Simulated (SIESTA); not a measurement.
Input of a SIESTA 5.4.2 run:

The input Al2Au.fdf:

```
SystemName                      Al2Au
SystemLabel                     Al2Au
NumberOfSpecies                 2
NumberOfAtoms                   3
%block ChemicalSpeciesLabel
  1  79 Au
  2  13 Al
%endblock ChemicalSpeciesLabel
%include structure.fdf

%block kgrid.MonkhorstPack
    8   0   0  0.0
    0   8   0  0.0
    0   0   8  0.0
%endblock kgrid.MonkhorstPack
XC.Functional                   GGA
XC.Authors                      PBE
PAO.BasisSize                   DZP
PAO.EnergyShift                 0.003 Ry
Mesh.Cutoff                     800 Ry
OccupationFunction              FD
ElectronicTemperature           0.05 eV
MaxSCFIterations                120
SCF.MustConverge                false
SCF.Mixer.Method                Pulay
SCF.Mixer.Weight                0.25
SCF.Mixer.History               8
SCF.DM.Tolerance                5.0e-05
SCF.H.Tolerance                 1.0e-03 eV
WriteForces                     true
Charge.Mulliken                 end
Charge.Hirshfeld                end
Charge.Voronoi                  end
SaveRho                         true
SaveElectrostaticPotential      true
%block PAO.Basis
  Au 5
  n=5 0 2
    2.662 0.000
  n=6 0 2
    7.025 0.000
  n=5 1 2
    3.170 0.000
  n=6 1 1
    7.025
  n=5 2 2
    5.458 0.000
%endblock PAO.Basis
```

Contents of structure.fdf:

```
LatticeConstant                 1.0 Ang
%block LatticeVectors
     0.0000000000     3.0000000000     3.0000000000
     3.0000000000     0.0000000000     3.0000000000
     3.0000000000     3.0000000000     0.0000000000
%endblock LatticeVectors
AtomicCoordinatesFormat         Fractional
%block AtomicCoordinatesAndAtomicSpecies
     0.0000000000     0.0000000000     0.0000000000  1  Au
     0.7500000000     0.7500000000     0.7500000000  2  Al
     0.2500000000     0.2500000000     0.2500000000  2  Al
%endblock AtomicCoordinatesAndAtomicSpecies
```

Potentials or basis: PseudoDojo 0.4 stringent (PBE files), DZP (energy shift 0.003 Ry; two zetas on semicore shells).

Run with:

```console
$ siesta Al2Au.fdf > Al2Au.out 2>&1
```

Task: Estimate the band gap on the k mesh.

Result: None (metal or under the smearing width).

Task: Predict the Hirshfeld charges.

Result: Au +0.25; Al -0.12 e.

Caveat: the basis of atomic orbitals isn't converged, which shifts pressures, moduli and gaps. The run has no spin-orbit coupling, so splittings on Au are missing.
